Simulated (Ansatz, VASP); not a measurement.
**Sc: VASP beside Ansatz**

File INCAR:

```
ALGO     = Normal         # electronic algorithm
EDIFF    = 1E-7           # SCF threshold, eV
EDIFFG   = -0.01          # ionic threshold
ENCUT    = 600            # plane-wave cutoff, eV
IBRION   = 2              # ionic algorithm
ISIF     = 3              # what is computed and relaxed
ISMEAR   = 0              # smearing method
LASPH    = True           # aspherical terms in the spheres
LCHARG   = False          # write CHGCAR
LMIXTAU  = True         
LREAL    = False          # projectors in reciprocal space
LWAVE    = False          # write WAVECAR
METAGGA  = R2SCAN         # meta-GGA
NELM     = 100            # most SCF steps
NSW      = 60             # ionic steps
PREC     = Accurate       # precision mode
SIGMA    = 0.086          # smearing width, eV
```

File KPOINTS:

```
k-points
0
Gamma
  14 14 14
```

POSCAR

```
Sc
1.0
    0.0000000000      2.1233480000      2.1233480000
    2.1233480000      0.0000000000      2.1233480000
    2.1233480000      2.1233480000      0.0000000000
Sc
1
Direct
    0.0000000000      0.0000000000      0.0000000000
```

Input for Ansatz:

```yaml
crystal:
  lattice:
    - [0.0, 2.123348, 2.123348]
    - [2.123348, 0.0, 2.123348]
    - [2.123348, 2.123348, 0.0]
  atoms:
    - { symbol: Sc, position: [0.0, 0.0, 0.0] }
  symmetry: { tolerance: 0.0003 }
kpoints:
  mp_grid: { grid: [14, 14, 14], shift: [0, 0, 0] }
magnetization:
  spin_polarized: false
scf:
  occupations: { method: gaussian, width: 0.086 }
  lower_state_search: "off"
hamiltonian:
  pseudopotentials: { kind: paw }
  xc: r2scan
basis:
  ecutwfc: 500
  fft_grid_basis: typed
relax:
  max_steps: 40
  cell: { p_target: 0.0 }
output:
  forces: true
  stress: true
  eigenvalues: true
  bader: true
  populations: true
  elf: true
  write_potential: true
  volumetric_format: npy
  dos:
    e_range: [-12, 8]
    de: 0.05
    projected: { site_lists: { Sc: [Sc] } }
  write_density: true
checkpoint:
  read: saved_state
```

The cell was built by a generator and needn't be a form met in nature.

Alike in both runs: task relaxation of cell and atoms; functional r2SCAN; k mesh 14 × 14 × 14; occupations gaussian, width 0.086 eV; no spin polarisation.

|  | VASP | Ansatz |
| --- | --- | --- |
| version | VASP 6.6.1 | Ansatz 0.2.0 |
| potentials or method | VASP PAW PBE potentials, release 64 (Sc_sv) | PAW plane waves |
| plane-wave cutoff (eV) | 600 | 500 |
| valence electrons in the cell | 11 | 11 |

|  | VASP | Ansatz | Ansatz less VASP |
| --- | --- | --- | --- |
| relaxed volume (Å³/atom) | 25.20 | 25.07 | -0.130 |
| relaxed cell length with the largest relative difference (Å) | 3.291 | 3.285 | -0.0057 |
| energy change over the relaxation (meV/atom) | -331 | -321 | +10.2 |

Caveats: the volume moved by over 15 % at a fixed basis, so the end points are rough; the PAW data sets were made with another functional, which shifts forces and pressure a little (VASP).
